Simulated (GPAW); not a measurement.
TiSe, 4 atoms in the cell. Symmetry: P4/nmm, No. 129, tetragonal system. Conventional cell: a = 4.178 Å, b = 4.178 Å, c = 5.984 Å, α = 90.00°, β = 90.00°, γ = 90.00°. Se (site symmetry 4mm) is surrounded by 4 Ti at 2.53 Å. Ti (site symmetry -4m2) is surrounded by 4 Se at 2.53 Å. The cell comes from a database or a generator and needn't be the stable form of this composition.

```yaml
Program: GPAW 26.7.0
Task: relaxation of cell and atoms
Functional: PBEsol
Dispersion: D4
Potentials_or_basis: PAW data sets generated in the run's folder for this functional
Cutoff: 600 eV
Basis: pw
k_mesh: 5 × 5 × 4
Occupations: fermi-dirac, width 0.05 eV
Spin: no spin polarisation
Maxiter: 150
Optimizer: BFGS
Fmax: 0.02 eV/Å
Max_steps: 60
Convergence: density=1e-05 forces=0.0001
```

Potentials or basis: PAW data sets generated in the run's folder for this functional, pw.

Run with:

```console
$ gpaw-setup -f PBEsol Se Ti
$ OMP_NUM_THREADS=1 python run.py
```

Hardware: 1 thread of AMD EPYC 9R45 96-Core Processor (Zen 5), with other jobs on the host.

How long does it take, and how much memory?

Wall time 3 min on 1 thread of AMD EPYC 9R45 96-Core Processor (Zen 5) (shared host), peak memory 0.28 GiB. Counts: scf iterations 160, plane waves 3531, bands 34, k points 18, ion steps 13.
